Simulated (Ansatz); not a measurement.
# TiTe2: the cost of one run

Program: Ansatz 0.2.0. Level of theory: DFT PBE, scalar-relativistic, plane waves, PAW. These are calculated values, not measurements.

## Step 1: The structure to begin with

The structure is trigonal, space group P-3m1 (No. 164). The conventional cell has a = 3.777 Å, b = 3.777 Å, c = 6.498 Å, α = 90.00°, β = 90.00°, γ = 120.00°. Ti (site symmetry -3m) has 6 Te at 2.77 Å in its first shell of neighbours. Te (site symmetry 3m) is surrounded by 3 Ti at 2.77 Å.

As a file:

```cif
data_structure
_symmetry_space_group_name_H-M 'P-3m1'
_symmetry_Int_Tables_number 164
_cell_length_a 3.7770
_cell_length_b 3.7770
_cell_length_c 6.4980
_cell_angle_alpha 90.000
_cell_angle_beta 90.000
_cell_angle_gamma 120.000
_cell_volume 80.28
loop_
_atom_site_label
_atom_site_type_symbol
_atom_site_symmetry_multiplicity
_atom_site_Wyckoff_symbol
_atom_site_fract_x
_atom_site_fract_y
_atom_site_fract_z
_atom_site_occupancy
Ti1 Ti 1 a 0.00000 0.00000 0.00000 1
Te1 Te 2 d 0.66667 0.33333 0.26280 1
```

The cell is taken as given, not relaxed at this level.

## Step 2: Zero of energy

Reference values: F = -16461.6789 eV; pressure 0.93 GPa; largest force 0.030 eV/Å; gap on the mesh none (metal). It was computed beforehand with the settings of the runs below.

## Step 3: Setting up a sublattice displacement scan

Every Ti atom is moved by x along the Cartesian unit vector (0.000, -0.787, 0.617); the cell and all other atoms stay fixed. Forces below are components along that vector, summed over the moved atoms.

## Step 4: x = -0.100 Å

File input.yaml:

```yaml
crystal:
  lattice:
    - [3.7770008876, 0.0, 0.0]
    - [-1.8885004438, 3.2709787188, 0.0]
    - [0.0, 0.0, 6.498]
  atoms:
    - { symbol: Ti, position: [0.0120348731, 0.0240697461, -0.0094882939] }
    - { symbol: Te, position: [0.6666666667, 0.3333333333, 0.2628] }
    - { symbol: Te, position: [0.3333333333, 0.6666666667, 0.7372] }
basis:
  ecutwfc: 420
kpoints:
  mp_grid: { grid: [12, 12, 8] }
hamiltonian:
  xc: pbe
scf:
  occupations: { method: gaussian, width: 0.15 }
output:
  forces: true
  stress: true
  eigenvalues: true
```

The run is started by

```bash
> ansatz run input.yaml --threads 1 --pin off --max-ram 2560MiB --backend cpu --events-out ev --progress --plain --runs-dir out
```

Q: Estimate wall time and peak memory on 1 thread of Oxide Virtual Turin-like (Zen 5), shared host.

About 32 s, with a peak of 0.81 GiB.
